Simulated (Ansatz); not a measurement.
Is this Rb structure stable?

The cell was found from a structure generator's guess, not taken from experiment.

These are results of DFT PBE, scalar-relativistic, plane waves, PAW (Ansatz 0.2.0), not measurements. Cutoff 420 eV, Γ-centred 12×12×12 mesh (1-atom cell), Gaussian smearing of 0.10 eV, no spin polarisation.

```xyz
1
Lattice="4.6200 0.0000 0.0000 0.0000 4.6200 0.0000 0.0000 0.0000 4.6200" Properties=species:S:1:pos:R:3 pbc="T T T"
Rb    0.0000    0.0000    0.0000
```

Energies count from the standard state of Rb at the same level.

Task: These tests were run: phonons on a 2×2×2 q mesh; elastic tensor. What do they show?

Result:

| test | result |
| --- | --- |
| phonons on a 2×2×2 q mesh | imaginary modes down to 26i cm⁻¹ |
| elastic tensor | least eigenvalue -1 GPa |

It fails one test: phonons on a 2×2×2 q mesh. So it isn't even a local minimum. Undecided within the accuracy: elastic tensor.

The run for the phonons used a 12×12×12 k mesh and Fermi–Dirac smearing of 0.15 eV. The run for the elastic tensor used a 12×12×12 k mesh and Fermi–Dirac smearing of 0.15 eV.
